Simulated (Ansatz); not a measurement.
# SiO2: how the k-point mesh moves the results

Computed with DFT PBE, scalar-relativistic, plane waves, PAW (Ansatz 0.2.0).

```
Si O
1.0
    -2.38858    2.41461    3.76976
     2.37049   -2.34789    3.71597
     2.42111    2.38041   -3.72745
Si O
2 4
Direct
  0.96925 0.99777 0.99925
  0.72661 0.28977 0.53905
  0.95001 0.63833 0.84845
  0.36643 0.23309 0.36250
  0.73752 0.12181 0.13937
  0.88227 0.01968 0.64493
```

```json
{
 "plane-wave cutoff": "420 eV",
 "occupation rule": "Gaussian smearing, 0.02 eV",
 "spin treatment": "unpolarised"
}
```

The atoms are held and the k-point mesh is swept. Energies are extrapolated to zero smearing and count from the reference run, 6×6×8. The cell was strained and its atoms displaced at random, so that forces don't vanish. The meshes are Γ-centred. Pressure is positive in compression.

Times are rough; the reference took 27 s on 1 thread of Arm Neoverse V2, with other jobs on the host, peak memory 0.46 GiB.

Task: One run gave ΔE = 281 meV/atom and P = 12.55 GPa. Which k-point mesh did it use, of 1×1×1, 2×2×2, 2×2×4, 4×4×4, 4×4×6, 6×6×6?

Result: 1×1×1. All runs:

```tsv
mesh	ΔE (meV/atom)	P (GPa)	largest change of a force component (eV/Å)	gap on mesh (eV)	irreducible points	wall time (s)
1×1×1	281	12.55	1.509	5.516	1	0.81
2×2×2	2.77	11.47	0.008	5.647	8	1.5
2×2×4	1.23	11.50	0.019	5.648	12	2.2
4×4×4	0.03	11.51	0.000	5.650	36	7
4×4×6	0.01	11.51	0.000	5.650	52	10
6×6×6	0.01	11.51	0.000	5.650	112	22
6×6×8	0.00	11.51	0.000	5.650	148	27
```

This form isn't the usual stable structure of the compound.